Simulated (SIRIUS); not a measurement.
Input of a SIRIUS 7.12.0 run:

Contents of run.py:

```python
import json, subprocess
import numpy as np
from ase import Atoms
from ase.io import read
from ase.calculators.calculator import Calculator, all_changes
from ase.units import Bohr, Hartree, GPa
from ase.optimize import BFGS
from ase.filters import FrechetCellFilter

class Sirius(Calculator):
    """Writes sirius.json, runs sirius.scf and reads out.json."""
    implemented_properties = ["energy", "free_energy", "forces", "stress", "magmom"]

    def __init__(self, config, files):
        super().__init__()
        self.config, self.files, self.calls = config, files, 0

    def calculate(self, atoms=None, properties=["energy"], system_changes=all_changes):
        super().calculate(atoms, properties, system_changes)
        symbols = atoms.get_chemical_symbols()
        types = list(dict.fromkeys(symbols))
        order = [i for t in types for i, s in enumerate(symbols) if s == t]
        frac = atoms.get_scaled_positions(wrap=False)
        m = atoms.get_initial_magnetic_moments()
        m = m if m.ndim == 2 else np.c_[0 * m, 0 * m, m]
        spin = self.config["parameters"]["num_mag_dims"] > 0
        rows = {t: [list(frac[i]) + (list(m[i]) if spin else []) for i in order if symbols[i] == t] for t in types}
        cell = {"lattice_vectors": (atoms.cell[:] / Bohr).tolist(), "atom_types": types, "atom_files": self.files, "atoms": rows}
        json.dump({**self.config, "unit_cell": cell}, open("sirius.json", "w"), indent=1)
        self.calls += 1
        with open(f"sirius_{self.calls:03d}.out", "w") as log:
            subprocess.run(["sirius.scf", "--input=sirius.json", "--output=out.json"], stdout=log, stderr=subprocess.STDOUT, check=True)
        gs = json.load(open("out.json"))["ground_state"]
        if not gs["converged"]:
            raise RuntimeError("SCF did not converge")
        self.results = {"energy": gs["energy"]["free"] * Hartree, "free_energy": gs["energy"]["free"] * Hartree}
        if "forces" in gs:
            f = np.zeros((len(atoms), 3))
            f[order] = np.array(gs["forces"]) * Hartree / Bohr
            self.results["forces"] = f
        if "stress" in gs:
            s = np.array(gs["stress"]) * Hartree / Bohr**3
            self.results["stress"] = s.flat[[0, 4, 8, 5, 2, 1]]
        if spin:
            self.results["magmom"] = gs["magnetisation"]["total"][2]

atoms = Atoms(['Ag'],
              cell=[[0.0, 2.04275, 2.04275], [2.04275, 0.0, 2.04275], [2.04275, 2.04275, 0.0]],
              scaled_positions=[[0.0, 0.0, 0.0]], pbc=True)

config = {
    "control": {
        "processing_unit": 'cpu',
        "verbosity": 1,
        "print_forces": True,
        "print_stress": True,
    },
    "parameters": {
        "electronic_structure_method": 'pseudopotential',
        "xc_functionals": ['XC_GGA_X_PBE', 'XC_GGA_C_PBE'],
        "gk_cutoff": 9.1,
        "pw_cutoff": 18.2,
        "ngridk": [6, 6, 6],
        "shiftk": [0, 0, 0],
        "smearing": 'fermi_dirac',
        "smearing_width": 0.0018374661,
        "num_bands": 17,
        "num_mag_dims": 0,
        "num_dft_iter": 100,
        "energy_tol": 1e-08,
        "density_tol": 1e-06,
    },
    "iterative_solver": {
        "type": 'davidson',
        "min_tolerance": 1e-10,
    },
    "mixer": {
        "type": 'anderson',
        "beta": 0.7,
        "max_history": 8,
    },
    "settings": {
        "tol_ne": 1e-10,
        "pseudo_grid_cutoff": 6.5,
    },
}
dft = Sirius(config, {'Ag': 'Ag.json'})
atoms.calc = dft
results = {"symbols": atoms.get_chemical_symbols(), "cell": atoms.cell[:].tolist(), "frac": atoms.get_scaled_positions(wrap=False).tolist(), "steps": []}

def note():
    results["steps"].append({"energy": atoms.get_potential_energy(), "cell": atoms.cell[:].tolist(), "positions": atoms.positions.tolist(),
                             "forces": atoms.get_forces().tolist(), "stress": atoms.get_stress().tolist()})
    json.dump(results, open("results.json", "w"))

opt = BFGS(FrechetCellFilter(atoms, scalar_pressure=10.0 * GPa))
opt.attach(note)
results["converged"] = bool(opt.run(fmax=0.02, steps=30))
print("converged:", results["converged"])
print("cell parameters:", atoms.cell.cellpar().round(5))
print("volume per atom (A^3):", round(atoms.get_volume() / len(atoms), 4))
print(atoms.get_scaled_positions().round(6))
json.dump(results, open("results.json", "w"))
```

Potentials or basis: PseudoDojo 0.4.1 PBE standard (scalar relativistic).

Launch:

```sh
$ upf_to_json Ag.upf
$ OMP_NUM_THREADS=1 python run.py
```

Question: Estimate the space group after relaxing (to 0.05 Å).

Answer: Fm-3m (No. 225).

Question: Estimate the relaxed cell.

Answer: a = 2.854 Å, b = 2.854 Å, c = 2.854 Å, α = 60.00°, β = 60.00°, γ = 60.00°.

Question: What does it give for the band gap on the k mesh?

Answer: None (metal or under the smearing width).

Final structure:
```
Ag
1.0
     0.00000    2.01839    2.01839
     2.01839    0.00000    2.01839
     2.01839    2.01839    0.00000
Ag
1
Direct
  0.00000 0.00000 0.00000
```

Caveat: the k mesh is coarse (spacing up to 0.44 Å⁻¹), so the values aren't converged.
